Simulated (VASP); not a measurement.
The system is BN.

```
B N
1.0
     0.00000    1.83277    1.83277
     1.83277    0.00000    1.83277
     1.83277    1.83277    0.00000
B N
1 1
Direct
  0.00000 0.00000 0.00000
  0.50000 0.50000 0.50000
```

The cell was built by a generator and needn't be a form met in nature.

The cell isn't the ideal one: hydrostatic strain +5.0%.

Base run:

- Program: VASP 6.6.1
- Functional: PBE
- Potentials or basis: VASP PAW PBE potentials, release 64 (B, N)
- Cutoff: 520 eV
- k mesh: 12 × 12 × 12
- Occupations: fermi-dirac, width 0.02 eV
- Spin: no spin polarisation

Its results: band gap on the k mesh 0.19 eV, indirect (least direct gap 5.11 eV); pressure -39.6 GPa.

Problem. The run is repeated on the same cell with these changes: functional from PBE to r2SCAN; occupations from fermi-dirac, width 0.02 eV to gaussian, width 0.01 eV. What comes out?

Solution. Band gap on the k mesh 0.26 eV, indirect (least direct gap 5.38 eV); pressure -43.4 GPa.

Caveats: the cell as given lies far from equilibrium; so large a pressure means that the cell lies far from this level's equilibrium, or that cutoff or potentials fall short; the potentials were made for another functional, which shifts forces and pressure (some runs).

A k mesh can miss the band edges.
